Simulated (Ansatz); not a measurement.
**HgTe: levels along high-symmetry lines**

```yaml
crystal:
  lattice:
    - [4.69716, 0.00000, 0.00000]
    - [-2.34858, 4.06786, 0.00000]
    - [0.00000, 0.00000, 7.71100]
  atoms:
    - { symbol: Hg, position: [0.33333, 0.66667, 0.00061] }
    - { symbol: Hg, position: [0.66667, 0.33333, 0.50061] }
    - { symbol: Te, position: [0.33333, 0.66667, 0.37539] }
    - { symbol: Te, position: [0.66667, 0.33333, 0.87539] }
```

Atom numbers follow the list: Hg1, Hg2, Te3, Te4.

The structure comes from a relaxation in the same program, started in the wurtzite type, and has space group P6_3mc. Whether it is a known phase or the ground state wasn't checked.

No spin–orbit coupling, which matters for the heavy atoms here.

The calculation used Ansatz 0.2.0, DFT, PBE, all-electron LAPW, scalar-relativistic.

Numerical set-up: a Γ-centred 10×10×6 k mesh, Fermi–Dirac smearing of 0.03 eV, basis error target 0.5 meV/atom, no spin polarisation.

Points in fractions of the reciprocal vectors of this cell: Γ (0, 0, 0), M (0.5, 0, 0), K (0.333, 0.333, 0), A (0, 0, 0.5), L (0.5, 0, 0.5), H (0.333, 0.333, 0.5). The path joins them by straight lines in the order Γ–M–K–Γ–A–L–H–A–L; legs that retrace an earlier one aren't tabulated. Energies are in eV from the Fermi level.

Problem. Metal or insulator at this level of theory?

Solution. No gap opens: metallic or semimetallic.

Problem. Tabulate bands 65 to 71, counted from the lowest band of the run, along the path.

Solution. 
```json
{"k (1/Å)": "0.00", "point": "Γ", "band 65": "-0.85", "band 66": "-0.85", "band 67": "-0.09", "band 68": "-0.03", "band 69": "-0.03", "band 70": "0.55", "band 71": "4.33"}
{"k (1/Å)": "0.19", "point": "", "band 65": "-1.58", "band 66": "-1.05", "band 67": "-0.23", "band 68": "-0.16", "band 69": "0.61", "band 70": "1.26", "band 71": "3.96"}
{"k (1/Å)": "0.39", "point": "", "band 65": "-2.45", "band 66": "-1.45", "band 67": "-0.62", "band 68": "-0.46", "band 69": "1.20", "band 70": "1.84", "band 71": "3.97"}
{"k (1/Å)": "0.58", "point": "", "band 65": "-2.77", "band 66": "-1.81", "band 67": "-1.12", "band 68": "-0.75", "band 69": "1.47", "band 70": "1.86", "band 71": "4.14"}
{"k (1/Å)": "0.77", "point": "M", "band 65": "-2.74", "band 66": "-1.94", "band 67": "-1.40", "band 68": "-0.86", "band 69": "1.56", "band 70": "1.80", "band 71": "4.07"}
{"k (1/Å)": "0.88", "point": "", "band 65": "-2.73", "band 66": "-2.06", "band 67": "-1.43", "band 68": "-1.03", "band 69": "1.76", "band 70": "2.01", "band 71": "4.01"}
{"k (1/Å)": "1.00", "point": "", "band 65": "-2.76", "band 66": "-2.22", "band 67": "-1.54", "band 68": "-1.36", "band 69": "2.17", "band 70": "2.45", "band 71": "3.79"}
{"k (1/Å)": "1.11", "point": "", "band 65": "-2.91", "band 66": "-2.16", "band 67": "-1.71", "band 68": "-1.63", "band 69": "2.54", "band 70": "2.77", "band 71": "3.57"}
{"k (1/Å)": "1.22", "point": "K", "band 65": "-2.99", "band 66": "-1.94", "band 67": "-1.94", "band 68": "-1.73", "band 69": "2.77", "band 70": "2.77", "band 71": "3.48"}
{"k (1/Å)": "1.44", "point": "", "band 65": "-2.64", "band 66": "-2.44", "band 67": "-1.42", "band 68": "-1.35", "band 69": "2.24", "band 70": "2.74", "band 71": "3.77"}
{"k (1/Å)": "1.66", "point": "", "band 65": "-2.52", "band 66": "-1.86", "band 67": "-0.78", "band 68": "-0.73", "band 69": "1.55", "band 70": "2.26", "band 71": "4.01"}
{"k (1/Å)": "1.89", "point": "", "band 65": "-1.74", "band 66": "-1.12", "band 67": "-0.27", "band 68": "-0.22", "band 69": "0.75", "band 70": "1.41", "band 71": "3.91"}
{"k (1/Å)": "2.11", "point": "Γ", "band 65": "-0.85", "band 66": "-0.85", "band 67": "-0.09", "band 68": "-0.03", "band 69": "-0.03", "band 70": "0.55", "band 71": "4.33"}
{"k (1/Å)": "2.21", "point": "", "band 65": "-0.82", "band 66": "-0.82", "band 67": "-0.06", "band 68": "-0.06", "band 69": "0.22", "band 70": "0.58", "band 71": "4.36"}
{"k (1/Å)": "2.31", "point": "", "band 65": "-0.74", "band 66": "-0.74", "band 67": "-0.16", "band 68": "-0.16", "band 69": "0.63", "band 70": "0.66", "band 71": "4.21"}
{"k (1/Å)": "2.42", "point": "", "band 65": "-0.62", "band 66": "-0.62", "band 67": "-0.31", "band 68": "-0.31", "band 69": "0.77", "band 70": "0.85", "band 71": "4.32"}
{"k (1/Å)": "2.52", "point": "A", "band 65": "-0.47", "band 66": "-0.47", "band 67": "-0.47", "band 68": "-0.47", "band 69": "0.87", "band 70": "0.87", "band 71": "4.76"}
{"k (1/Å)": "2.71", "point": "", "band 65": "-1.03", "band 66": "-1.03", "band 67": "-0.64", "band 68": "-0.64", "band 69": "1.44", "band 70": "1.44", "band 71": "4.14"}
{"k (1/Å)": "2.90", "point": "", "band 65": "-1.51", "band 66": "-1.51", "band 67": "-1.00", "band 68": "-1.00", "band 69": "1.75", "band 70": "1.75", "band 71": "3.92"}
{"k (1/Å)": "3.10", "point": "", "band 65": "-1.57", "band 66": "-1.57", "band 67": "-1.32", "band 68": "-1.32", "band 69": "1.54", "band 70": "1.54", "band 71": "3.78"}
{"k (1/Å)": "3.29", "point": "L", "band 65": "-1.54", "band 66": "-1.54", "band 67": "-1.45", "band 68": "-1.45", "band 69": "1.41", "band 70": "1.41", "band 71": "3.67"}
{"k (1/Å)": "3.40", "point": "", "band 65": "-1.73", "band 66": "-1.73", "band 67": "-1.38", "band 68": "-1.38", "band 69": "1.54", "band 70": "1.54", "band 71": "3.79"}
{"k (1/Å)": "3.51", "point": "", "band 65": "-2.06", "band 66": "-2.06", "band 67": "-1.33", "band 68": "-1.33", "band 69": "1.78", "band 70": "1.78", "band 71": "4.15"}
{"k (1/Å)": "3.62", "point": "", "band 65": "-2.32", "band 66": "-2.32", "band 67": "-1.29", "band 68": "-1.29", "band 69": "1.92", "band 70": "1.92", "band 71": "4.65"}
{"k (1/Å)": "3.74", "point": "H", "band 65": "-2.42", "band 66": "-2.42", "band 67": "-1.27", "band 68": "-1.27", "band 69": "1.95", "band 70": "1.95", "band 71": "5.00"}
{"k (1/Å)": "3.96", "point": "", "band 65": "-2.09", "band 66": "-2.09", "band 67": "-1.36", "band 68": "-1.36", "band 69": "1.96", "band 70": "1.96", "band 71": "4.45"}
{"k (1/Å)": "4.18", "point": "", "band 65": "-1.49", "band 66": "-1.49", "band 67": "-1.35", "band 68": "-1.35", "band 69": "1.99", "band 70": "1.99", "band 71": "4.02"}
{"k (1/Å)": "4.40", "point": "", "band 65": "-1.12", "band 66": "-1.12", "band 67": "-0.71", "band 68": "-0.71", "band 69": "1.56", "band 70": "1.56", "band 71": "4.07"}
{"k (1/Å)": "4.63", "point": "A", "band 65": "-0.47", "band 66": "-0.47", "band 67": "-0.47", "band 68": "-0.47", "band 69": "0.87", "band 70": "0.87", "band 71": "4.76"}
```
